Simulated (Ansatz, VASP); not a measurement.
# Ga in VASP and in Ansatz

File INCAR:

```
PREC = Accurate ; ENCUT = 520
EDIFF = 1E-6 ; ISMEAR = 0
SIGMA = 0.1 ; LREAL = F
LASPH = T ; NELM = 100
ALGO = Normal ; ISIF = 2
LWAVE = F ; LCHARG = F
GGA = PE ; NBANDS = 12
```

Contents of KPOINTS:

```
regular mesh
0
Gamma
  6 6 6
```

The input POSCAR:

```
Ga
1.0
    2.7179413345      0.0000000000      0.0000000000
    0.0000000000      2.7179413345      0.0000000000
    0.0000000000      0.0000000000      2.7179413345
Ga
1
Direct
    0.0000000000      0.0000000000      0.0000000000
```

Input for Ansatz:

```yaml
crystal:
  lattice:
    - [2.7179413345, 0.0, 0.0]
    - [0.0, 2.7179413345, 0.0]
    - [0.0, 0.0, 2.7179413345]
  atoms:
    - { symbol: Ga, position: [0.0, 0.0, 0.0] }
basis:
  ecutwfc: 420
kpoints:
  mp_grid: { grid: [6, 6, 6] }
hamiltonian:
  xc: pbe
scf:
  occupations: { method: gaussian, width: 0.1 }
  lower_state_search: "off"
output:
  forces: true
  stress: true
  eigenvalues: true
```

Alike in both runs: task single point; functional PBE; k mesh 6 × 6 × 6; occupations gaussian, width 0.1 eV; no spin polarisation.

```csv
,VASP,Ansatz
version,VASP 6.6.1,Ansatz 0.2.0
potentials or method,"VASP PAW PBE potentials, release 64 (Ga_d)","scalar-relativistic, plane waves, PAW"
plane-wave cutoff (eV),520,420
valence electrons in the cell,13,13
```

Ansatz gave:

```
gap on the k mesh at the Fermi level (eV) : none
pressure (GPa)                            : 0.4
```

Task: Estimate VASP's values.

Result: gap on the k mesh at the Fermi level (eV): none; pressure (GPa): 0.5.

A gap of «none» marks a metal or a gap that the smearing closes. The functional is the same, so the differences come from potentials, cutoffs and numerics.

Caveats: the k mesh is coarse (spacing up to 0.39 Å⁻¹), so the values aren't converged.
